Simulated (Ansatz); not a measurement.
# Structures of Al$_{3}$Cu: which is lowest?

Plane-wave DFT in Ansatz with scalar-relativistic PAW potentials, cutoff 420 eV, Γ-centred meshes chosen by cell and gap, Gaussian smearing with energies taken to zero width. Every cell was relaxed (cell and atoms) in a run of its own, within the symmetry of its start. Functional: PBEsol.

Relaxed structures (starts from databases or built by putting these elements on another compound's sites):
A. Pm-3m, 4 atoms in the computed cell, a = 3.892 Å; sites (symmetry × multiplicity) Al 4/mm.m × 3, Cu m-3m × 1; start: database
B. P4/mmm, 4 atoms in the computed cell, a = 2.780 Å, c = 7.603 Å; sites (symmetry × multiplicity) Al 4/mmm × 1 + 4mm × 2, Cu 4/mmm × 1; start: database

Problem. Rank them by energy. Could pressure change the order?

Solution.
```csv
structure,group,E − E(lowest) (meV/atom),V (Å³/atom),gap on mesh (eV)
B,P4/mmm,0.0,14.69,0.00
A,Pm-3m,61,14.74,0.00
```

B is lowest, 61 meV/atom under A. The lowest is also the densest of these, so pressure wouldn't bring one of the others in at first order. Other structures may lie lower than all of these, and vibrations aren't counted.